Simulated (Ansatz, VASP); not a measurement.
## Cl: VASP beside Ansatz

```xyz
16
Lattice="8.4343 0.0000 0.0000 0.0000 8.4343 0.0000 0.0000 0.0000 8.4343" Properties=species:S:1:pos:R:3 pbc="T T T"
Cl    2.6888    1.2961    8.4384
Cl    3.1375    2.5008    6.8971
Cl    5.4437    3.8369    1.2264
Cl    7.1029    2.9287    0.5209
Cl    1.6265    6.0489    9.2883
Cl    1.5825    6.0567    7.2151
Cl    7.9272    6.9313    4.2655
Cl    8.1781    8.7709    5.0963
Cl    3.7959    4.9186    3.5053
Cl    2.0447    5.9618    3.7994
Cl    5.0049    8.7253    2.8584
Cl    5.8487    7.6968    1.3305
Cl   -0.4170    3.3767    5.2990
Cl   -0.4824    3.1635    3.2719
Cl    6.4788    6.2138    7.2197
Cl    4.4037    6.0924    7.0549
```

Alike in both runs: functional PBE; dispersion D3(BJ); k mesh 1 × 1 × 1; occupations fermi-dirac, width 0.02 eV; no spin polarisation.

Ansatz relaxed the structure, and its values are those at the end. VASP's run is a single point on that final structure, the one shown.

```csv
,VASP,Ansatz
version,VASP 6.6.1,Ansatz 0.2.0
potentials or method,"VASP PAW PBE potentials, release 64 (Cl)","scalar-relativistic, plane waves, PAW"
plane-wave cutoff (eV),520,420
valence electrons in the cell,112,112
```

|  | VASP | Ansatz | Ansatz less VASP |
| --- | --- | --- | --- |
| rms of the force components (eV/Å) | 0.166 | 0.092 | -0.0742 |
| dispersion energy (meV/atom) | -111.1 | -111.2 | -0.02 |
